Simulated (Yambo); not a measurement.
# Sb (P6_3/mmc) in Yambo: notebook, part 3 of 3

Yambo 5.3.0. The steps go on from the part before.

**5. G0W0 quasiparticle levels, PBEsol (cell squeezed)**

File g0w00.in:

```
gw0
dyson
el_el_corr
rim_cut
HF_and_locXC
ppa
em1d
RandQpts= 1000000
RandGvec= 50 RL
EXXRLvcs= 80 Ry
VXCRLvcs= 80 Ry
Chimod= "HARTREE"
% BndsRnXp
 1 | 95 |
%
NGsBlkXp= 6 Ry
% LongDrXp
 1 | 1 | 1 |
%
PPAPntXp= 27.21138 eV
% GbndRnge
 1 | 95 |
%
GTermKind= "BG"
DysSolver= "n"
ExtendOut
% QPkrange
 1 | 1 | 12 | 20 |
 3 | 3 | 12 | 20 |
 6 | 6 | 12 | 20 |
%
```

File scf.in:

```
&CONTROL
  calculation = 'scf'
  prefix = 'pwscf'
  outdir = './tmp'
  pseudo_dir = './pseudo'
/
&SYSTEM
  ibrav = 0
  nat = 2
  ntyp = 1
  ecutwfc = 80
  nbnd = 22
  occupations = 'smearing'
  smearing = 'fd'
  degauss = 0.00367493
  force_symmorphic = .true.
/
&ELECTRONS
  conv_thr = 4d-10
  electron_maxstep = 120
  mixing_beta = 0.5
/
ATOMIC_SPECIES
Sb   121.7600 Sb.upf
CELL_PARAMETERS angstrom
   3.2625807475    0.0000000000    0.0000000000
  -1.6312903738    2.8254778092    0.0000000000
   0.0000000000    0.0000000000    5.3202171258
ATOMIC_POSITIONS crystal
Sb     0.6666666667    0.3333333333    0.7500000000
Sb     0.3333333333    0.6666666667    0.2500000000
K_POINTS automatic
12 12 6 0 0 0
```

File nscf.in:

```
&CONTROL
  calculation = 'nscf'
  prefix = 'pwscf'
  outdir = './tmp'
  pseudo_dir = './pseudo'
/
&SYSTEM
  ibrav = 0
  nat = 2
  ntyp = 1
  ecutwfc = 80
  nbnd = 95
  occupations = 'smearing'
  smearing = 'fd'
  degauss = 0.00367493
  force_symmorphic = .true.
/
&ELECTRONS
  conv_thr = 1d-08
  diago_full_acc = .true.
  diago_thr_init = 1d-06
/
ATOMIC_SPECIES
Sb   121.7600 Sb.upf
CELL_PARAMETERS angstrom
   3.2625807475    0.0000000000    0.0000000000
  -1.6312903738    2.8254778092    0.0000000000
   0.0000000000    0.0000000000    5.3202171258
ATOMIC_POSITIONS crystal
Sb     0.6666666667    0.3333333333    0.7500000000
Sb     0.3333333333    0.6666666667    0.2500000000
K_POINTS automatic
3 3 2 0 0 0
```

Potentials or basis: PseudoDojo 0.4.1 SR PBEsol standard.

Started as:

```bash
OMP_NUM_THREADS=1 pw.x -in scf.in > scf.out
OMP_NUM_THREADS=1 pw.x -in nscf.in > nscf.out
cd tmp/pwscf.save; p2y; mv SAVE ../..; cd ../..
OMP_NUM_THREADS=1 yambo
OMP_NUM_THREADS=1 yambo -F g0w00.in -J g0w00 -C g0w00_out
```

Yambo's report:

```text
[... sections 02.01 to 02.04 as in the set-up run ...]

[... 5 lines left out ...]
  [X] Bosonic    Temperature                        :  0.258606E-1   300.100    [eV K]
  [X] Finite Temperature mode                       : yes
  [X] El. density                                   :  0.61170E+24 [cm-3]
  [X] Fermi Level                                   :  14.56604 [eV]

  [X] === Gaps and Widths ===
  [X] Conduction Band Min                           :  14.56604 [eV]
  [X] Valence Band Max                              :  14.56604 [eV]
  [X] Filled Bands                                  :  13
  [X] Metallic Bands                                :  14  18
  [X] Empty Bands                                   :   19   95

  [X] === Metallic Characters ===
  [X] N of el / N of met el                         :  30.00000   4.05556
  [X] Average metallic occ.                         :  0.202778

  [WARNING] [X] Metallic system

 [03] Transferred momenta grid and indexing
 ==========================================

 IBZ Q-points                                      :   6
 BZ  Q-points                                      :  18

 K/Q-points units:
 rlu = crystal or reduced units; cc = cartesian coordinates; iku = interal k-units

 Q [1]          [rlu]:  0.000000  0.000000  0.000000
 Q [2]          [rlu]:  0.000000  0.000000 -0.500000
 Q [3]          [rlu]:  0.16291E-16  0.33333       0.0000
 Q [4]          [rlu]:  0.16291E-16  0.33333     -0.50000
 Q [5]          [rlu]:  0.333333  0.333333  0.000000
 Q [6]          [rlu]:  0.333333  0.333333 -0.500000

 [04] Coloumb potential Random Integration (RIM)
 ===============================================

  [04.01] RIM initialization
  ==========================

  * Diagonal components only detected *
[... 263 lines left out ...]
   B=17 Eo=  1.29 E=  0.26 E-Eo= -1.03 Re(Z)=0.74 Im(Z)= -0.05536 nlXC= -7.93847 lXC=-11.30833 So= -4.76834
   B=18 Eo=  3.71 E=  2.63 E-Eo= -1.08 Re(Z)=1.18 Im(Z)=  0.48921 nlXC= -8.95113 lXC=-12.58252 So= -4.54308
   B=19 Eo=  4.14 E=  3.84 E-Eo= -0.30 Re(Z)=0.38 Im(Z)= -0.43861 nlXC= -5.51731 lXC=-10.48961 So= -5.87342
   B=20 Eo=  7.35 E=  6.43 E-Eo= -0.93 Re(Z)=0.43 Im(Z)= -0.32558 nlXC= -5.12464 lXC=-10.48645 So= -7.74762

  QP [eV] @ K [6] (iku):  0.333333  0.500000 -0.500000
   B=12 Eo= -8.78 E= -8.42 E-Eo=  0.36 Re(Z)=0.14 Im(Z)= -0.15570 nlXC=-17.48435 lXC=-13.30941 So=  5.51440
   B=13 Eo= -5.65 E= -6.16 E-Eo= -0.51 Re(Z)=0.26 Im(Z)=  0.63761 nlXC=-14.05600 lXC=-10.83718 So=  1.55849
   B=14 Eo= -5.65 E= -6.18 E-Eo= -0.53 Re(Z)=0.27 Im(Z)=  0.63285 nlXC=-14.05601 lXC=-10.83718 So=  1.55953
   B=15 Eo= -4.55 E= -5.91 E-Eo= -1.36 Re(Z)=0.88 Im(Z)= -0.27687 nlXC=-13.25340 lXC=-10.65883 So=  1.04659
   B=16 Eo= -4.55 E= -5.90 E-Eo= -1.35 Re(Z)=0.87 Im(Z)= -0.25985 nlXC=-13.25351 lXC=-10.65777 So=  1.05077
   B=17 Eo=  2.47 E=  1.77 E-Eo= -0.70 Re(Z)=0.35 Im(Z)=  0.05153 nlXC= -8.73660 lXC=-12.20993 So= -5.53676
   B=18 Eo=  2.47 E=  1.77 E-Eo= -0.70 Re(Z)=0.35 Im(Z)=  0.05154 nlXC= -8.73660 lXC=-12.20993 So= -5.53713
   B=19 Eo=  7.06 E=  6.64 E-Eo= -0.43 Re(Z)=0.32 Im(Z)= -0.13273 nlXC= -5.52619 lXC=-11.17986 So= -6.89799
   B=20 Eo=  7.06 E=  6.64 E-Eo= -0.42 Re(Z)=0.32 Im(Z)= -0.13244 nlXC= -5.52614 lXC=-11.17986 So= -6.89804

  [WR./g0w00//ndb.QP]-------------------------------------------------------------
   Lattice constants                                :   6.16538   5.33938  10.05375
   Coulomb cutoff potential                         : none
   Electronic Temperature                           :  300.1000 [K]
   Bosonic    Temperature                           :  300.1000 [K]
   Green`s function   energies                      : Perdew, Burke & Ernzerhof SOL(X)+Perdew, Burke & Ernzerhof SOL(C)
   wavefunctions                                    : Perdew, Burke & Ernzerhof SOL(X)+Perdew, Burke & Ernzerhof SOL(C)
   PPA    diel. fun.  energies                      : Perdew, Burke & Ernzerhof SOL(X)+Perdew, Burke & Ernzerhof SOL(C)
   wavefunctions                                    : Perdew, Burke & Ernzerhof SOL(X)+Perdew, Burke & Ernzerhof SOL(C)
   QP tot states                                    :  27
   GW solver                                        : Newton
   GW approximation                                 : PPA
   PPA imaginary Energy                             :  27.21138 ev
   RIM G`s                                          :   55
   RIM random pts                                   :  1000000
   dS/dw steps                                      :  2
   dS/dw step                                       :  0.100000 ev
   X G`s                                            :   99 used
   X G`s                                            :   99 disk
   X bands                                          :    1   95
   X poles                                          :  100.0000 o/o
   X e/h E range                                    : -1.000000 -1.000000 ev
   X Hxc Kernel                                     : HARTREE
   X BZ energy Double Grid                          : no
   X Optical Averaged directions                    : none
   Sc/G bands                                       :    1   95
   Sc/G damping                                     :  0.100000 ev
   Sc bands terminator                              : yes
   Sc terminator kind                               : BG
   Sc Terminator pole                               :  40.81708
   Sx RL components                                 :   4019

   QP @ state[ 1 ] K range                          :  1  1
   QP @ state[ 1 ] b range                          :  12  20
   QP @ state[ 2 ] K range                          :  3  3
   QP @ state[ 2 ] b range                          :  12  20
   QP @ state[ 3 ] K range                          :   6   6
   QP @ state[ 3 ] b range                          :  12  20
   GF energies kind                                 : Perdew, Burke & Ernzerhof SOL(X)+Perdew, Burke & Ernzerhof SOL(C)
   GF WF`s kind                                     : Perdew, Burke & Ernzerhof SOL(X)+Perdew, Burke & Ernzerhof SOL(C)
   Xs energies kind                                 : Perdew, Burke & Ernzerhof SOL(X)+Perdew, Burke & Ernzerhof SOL(C)
   Xs WF`s kind                                     : Perdew, Burke & Ernzerhof SOL(X)+Perdew, Burke & Ernzerhof SOL(C)
```

r_setup:

```text
[02] CORE Variables Setup
 =========================

  [02.01] Unit cells
  ==================

  Cell kind             :  HCP
  Atoms in the cell     :  Sb
[... 211 lines left out ...]

  [03.01] X indexes
  =================

   [03.01.01] Sigma indexes
   ========================

   [WR./SAVE//ndb.kindx]-----------------------------------------------------------
    Fragmentation                                    : no
    Polarization last K ( bz)                        :  18
    Polarization last K (ibz)                        :   6
    QP states                                        :   1   6
    X grid is uniform                                : yes
    Grids (string)                                   :  X S
    Grids (int-vector)                               :  1  0  0  1
```

Wall time 2.4 min (1 thread of Arm Neoverse V2, shared host); peak memory 0.35 GiB.

Results:

```
Band gap on the k mesh, mean-field level : none (metal or under the smearing width)
```

Quasiparticle terms (eV):
| k point | band | Kohn-Sham level | Vxc | Σx | Σc | Z | result |
| --- | --- | --- | --- | --- | --- | --- | --- |
| (0.000, 0.000, 0.000) | 12 | -10.31 | -12.85 | -17.84 | 6.68 | 0.62 | -9.32 |
| (0.000, 0.000, 0.000) | 13 | -7.36 | -10.37 | -14.30 | 3.74 | -0.37 | -7.19 |
| (0.000, 0.000, 0.000) | 14 | 3.09 | -12.37 | -8.63 | -5.01 | 0.86 | 1.99 |
| (0.000, 0.000, 0.000) | 15 | 3.09 | -12.37 | -8.63 | -4.97 | 0.87 | 2.01 |
| (0.000, 0.000, 0.000) | 16 | 4.90 | -12.56 | -8.41 | -5.31 | 0.42 | 4.42 |
| (0.000, 0.000, 0.000) | 17 | 4.90 | -12.56 | -8.41 | -5.43 | 0.50 | 4.28 |
| (0.000, 0.000, 0.000) | 18 | 5.22 | -12.81 | -8.55 | -5.49 | -0.12 | 5.49 |
| (0.000, 0.000, 0.000) | 19 | 7.42 | -11.44 | -5.72 | -5.61 | 0.09 | 7.65 |
| (0.000, 0.000, 0.000) | 20 | 8.44 | -9.87 | -4.04 | -7.15 | 0.72 | 7.53 |
| (0.000, 0.333, 0.000) | 12 | -8.67 | -13.28 | -17.46 | 5.06 | 0.27 | -8.24 |
| (0.000, 0.333, 0.000) | 13 | -5.21 | -10.66 | -13.26 | 0.99 | 0.11 | -5.33 |
| (0.000, 0.333, 0.000) | 14 | -4.90 | -10.97 | -13.70 | 1.74 | 0.51 | -5.42 |
| (0.000, 0.333, 0.000) | 15 | -1.37 | -12.26 | -13.68 | 0.39 | 0.72 | -2.11 |
| (0.000, 0.333, 0.000) | 16 | 0.04 | -11.59 | -9.24 | -3.57 | 0.75 | -0.87 |
| (0.000, 0.333, 0.000) | 17 | 1.29 | -11.31 | -7.94 | -4.77 | 0.74 | 0.26 |
| (0.000, 0.333, 0.000) | 18 | 3.71 | -12.58 | -8.95 | -4.54 | 1.18 | 2.63 |
| (0.000, 0.333, 0.000) | 19 | 4.14 | -10.49 | -5.52 | -5.87 | 0.38 | 3.84 |
| (0.000, 0.333, 0.000) | 20 | 7.35 | -10.49 | -5.12 | -7.75 | 0.43 | 6.43 |
| (0.333, 0.333, -0.500) | 12 | -8.78 | -13.31 | -17.48 | 5.51 | 0.14 | -8.42 |
| (0.333, 0.333, -0.500) | 13 | -5.65 | -10.84 | -14.06 | 1.56 | 0.26 | -6.16 |

Caveat: the k mesh is coarse (spacing up to 0.74 Å⁻¹), so the values aren't converged; the potentials hold a filled d shell without the s and p states of that shell, which can shift GW gaps by tenths of an eV, either way; the plasmon-pole model is rough for a metal; the ground state has no gap, which makes the many-body step unreliable; this version prints the column dSc/dw multiplied by 27.2; the terminator is approximate in this version, by hundredths of an eV.

**6. Optical spectrum, PBEsol (cell squeezed)**

File optics1.in:

```
optics
chi
Chimod= "HARTREE"
% BndsRnXd
 1 | 40 |
%
NGsBlkXd= 3 Ry
% LongDrXd
 1 | 0 | 0 |
%
% QpntsRXd
 1 | 1 |
%
% EnRngeXd
 0 | 20 | eV
%
% DmRngeXd
 0.1 | 0.1 | eV
%
ETStpsXd= 200
```

scf.in is that of step 5.

nscf.in is that of step 5.

Potentials or basis: PseudoDojo 0.4.1 SR PBEsol standard.

Started as:

```bash
OMP_NUM_THREADS=1 pw.x -in scf.in > scf.out
OMP_NUM_THREADS=1 pw.x -in nscf.in > nscf.out
cd tmp/pwscf.save; p2y; mv SAVE ../..; cd ../..
OMP_NUM_THREADS=1 yambo
OMP_NUM_THREADS=1 yambo -F optics1.in -J optics1 -C optics1_out
```

Yambo's report:

```text
[... sections 02.01 to 02.04 as in the set-up run ...]

  [02.05] Energies & Occupations
  ==============================

  [X] === General ===
  [X] Electronic Temperature                        :  0.258606E-1   300.100    [eV K]
  [X] Bosonic    Temperature                        :  0.258606E-1   300.100    [eV K]
  [X] Finite Temperature mode                       : yes
  [X] El. density                                   :  0.61170E+24 [cm-3]
  [X] Fermi Level                                   :  14.56604 [eV]

  [X] === Gaps and Widths ===
  [X] Conduction Band Min                           :  14.56604 [eV]
  [X] Valence Band Max                              :  14.56604 [eV]
  [X] Filled Bands                                  :  13
  [X] Metallic Bands                                :  14  18
  [X] Empty Bands                                   :   19   95

  [X] === Metallic Characters ===
  [X] N of el / N of met el                         :  30.00000   4.05556
  [X] Average metallic occ.                         :  0.202778

  [WARNING] [X] Metallic system

 [03] Transferred momenta grid and indexing
 ==========================================

 IBZ Q-points                                      :   6
 BZ  Q-points                                      :  18

 K/Q-points units:
 rlu = crystal or reduced units; cc = cartesian coordinates; iku = interal k-units

 Q [1]          [rlu]:  0.000000  0.000000  0.000000
 Q [2]          [rlu]:  0.000000  0.000000 -0.500000
 Q [3]          [rlu]:  0.16291E-16  0.33333       0.0000
 Q [4]          [rlu]:  0.16291E-16  0.33333     -0.50000
 Q [5]          [rlu]:  0.333333  0.333333  0.000000
 Q [6]          [rlu]:  0.333333  0.333333 -0.500000

 [WARNING] [Xd] User bands 1-40 break level degeneracy

 [04] Dipoles
 ============

  [04.01] Setup: observables and procedures
  =========================================

  [WF-Oscillators/G space/Transverse up loader] Normalization (few states)  min/max  :  0.29136E-17   1.0000

  [WR./optics1//ndb.dipoles]------------------------------------------------------
   Brillouin Zone Q/K grids (IBZ/BZ)                :   6  18   6  18
   RL vectors                                       :   5011 [WF]
   Fragmentation                                    : yes
   Electronic Temperature                           :  300.1000 [K]
   Bosonic    Temperature                           :  300.1000 [K]
   DIP band range                                   :    1   40
   DIP band range limits                            :  18  14
   DIP e/h energy range                             : -1.000000 -1.000000 [eV]
   RL vectors in the sum                            :   5011
   [r,Vnl] included                                 : yes
   Bands ordered                                    : yes
   Direct v evaluation                              : no
   Approach used                                    : G-space v
   Dipoles computed                                 : R V P [G-space]
   Wavefunctions                                    : Perdew, Burke & Ernzerhof SOL(X)+Perdew, Burke & Ernzerhof SOL(C)

  [WARNING] [r,Vnl^pseudo] included in position and velocity dipoles.

  [WARNING] In case H contains other non local terms, these are neglected

 [05] Optics
 ===========

 [X-CG] R(p) Tot o/o(of R):    985   7171    100

 [WARNING] The system is a metal but Drude term not included.
```

o-optics1.eps_q1_inv_rpa_dyson:

```text
# Absorption @ Q(1):   1.00000000      0.00000000      0.00000000    [q->0 direction]
#
# [ X ] Hartree size                              :   37
# [GEN] GF Energies                               : Perdew, Burke & Ernzerhof SOL(X)+Perdew, Burke & Ernzerhof SOL(C)
# [GEN] Green`s Function                          : Retarded
#
# [GEN] Gauge                                     : Length
# [GEN] [r,Vnl] included                          : yes
#
#    E[1] [eV]          Im(eps)            Re(eps)            Im(eps_o)          Re(eps_o)
#
        0.000000           0.838583E-8        16.42786          -0.52153E-15        17.95988
        0.100503           0.121922           16.48770           0.141063           18.02902
        0.201005           0.250837           16.67052           0.290681           18.24046
        0.301508           0.394784           16.98669           0.458760           18.60690
        0.402010           0.564188           17.45520           0.658323           19.15161
        0.502513           0.773958           18.10659           0.908310           19.91241
[... 192 lines left out ...]
        19.89950           0.585622           1.235726           0.719866           1.114731
        20.00000           0.795614           0.815754           0.693818           0.623668
#
```

Wall time 1.7 min (1 thread of Arm Neoverse V2, shared host); peak memory 0.28 GiB.

Results:

- Band gap on the k mesh, mean-field level: none (metal or under the smearing width)

Dielectric function (along the field direction of the input):
| energy (eV) | real part | imaginary part |
| --- | --- | --- |
| 0.30 | 16.99 | 0.39 |
| 0.80 | 21.78 | 1.97 |
| 1.31 | 49.97 | 30.17 |
| 1.81 | -15.53 | 6.33 |
| 2.31 | -2.63 | 1.25 |
| 2.81 | 1.71 | 0.68 |
| 3.32 | 5.19 | 0.84 |
| 3.82 | 12.68 | 3.57 |
| 4.32 | 0.93 | 24.55 |
| 4.82 | -6.57 | 2.07 |
| 5.33 | -0.76 | 1.70 |
| 5.83 | -6.13 | 5.29 |
| 6.33 | -1.98 | 0.87 |
| 6.83 | -2.27 | 0.45 |
| 7.34 | -1.23 | 0.17 |
| 7.84 | -0.59 | 0.11 |
| 8.34 | -0.05 | 0.13 |
| 8.84 | -0.21 | 1.00 |
| 9.35 | -0.75 | 1.02 |
| 9.85 | -0.10 | 0.09 |
| 10.35 | 0.11 | 0.08 |
| 10.85 | 0.38 | 0.06 |
| 11.36 | 0.37 | 0.15 |
| 11.86 | 0.51 | 0.05 |
| 12.36 | 0.75 | 0.10 |
| 12.86 | 0.96 | 0.76 |
| 13.37 | 0.54 | 0.20 |
| 13.87 | 0.46 | 0.12 |
| 14.37 | 0.73 | 0.08 |
| 14.87 | 0.64 | 0.06 |
| 15.38 | 0.82 | 0.18 |
| 15.88 | 0.68 | 0.08 |
| 16.38 | 0.80 | 0.17 |
| 16.88 | 0.82 | 0.03 |
| 17.39 | 0.90 | 0.09 |
| 17.89 | 1.01 | 0.06 |
| 18.39 | 1.01 | 0.20 |
| 18.89 | 0.88 | 0.08 |
| 19.40 | 1.13 | 0.30 |
| 20.00 | 0.82 | 0.80 |

Caveat: the k mesh is coarse (spacing up to 0.74 Å⁻¹), so the values aren't converged; the intraband (Drude) term of the metal is left out; the ground state has no gap, which makes the many-body step unreliable; spectra need much finer meshes, so this one isn't converged; these spectra lack excitons. The run has no spin-orbit coupling, so splittings on Sb are missing.

**7. Summary**

```tsv
task	random integration of the Coulomb term	direction of the field or of q to 0	states corrected	frequency dependence of W	terminator of the band sum in the self-energy	gap on the mesh (eV)
G0W0 quasiparticle levels	yes	x + y + z	Γ and the k points of the band edges	plasmon pole	Bruneval-Gonze	none
optical spectrum	-	x	-	-	-	none
optical spectrum by the Bethe-Salpeter equation	yes	x	-	-	-	-
```

Alike in all rows: level PBEsol; potentials or basis PseudoDojo 0.4.1 SR PBEsol standard; no spin polarisation; cell squeezed; k mesh 3 × 3 × 2; cutoff (eV) 1088; smearing fermi-dirac 0.05 eV; the mesh is coarse, so values aren't converged.

Caveats: all runs use coarse meshes; the ground state has no gap, which makes the many-body step unreliable; the intraband (Drude) term of the metal is left out (some runs); spectra need much finer meshes, so this one isn't converged (some runs); the potentials hold a filled d shell without the s and p states of that shell, which can shift GW gaps by tenths of an eV, either way (some runs); the plasmon-pole model is rough for a metal (some runs); this version prints the column dSc/dw multiplied by 27.2 (some runs); the terminator is approximate in this version, by hundredths of an eV (some runs).

Total energies depend on the potentials used, so only differences within one code and one set of settings carry meaning.
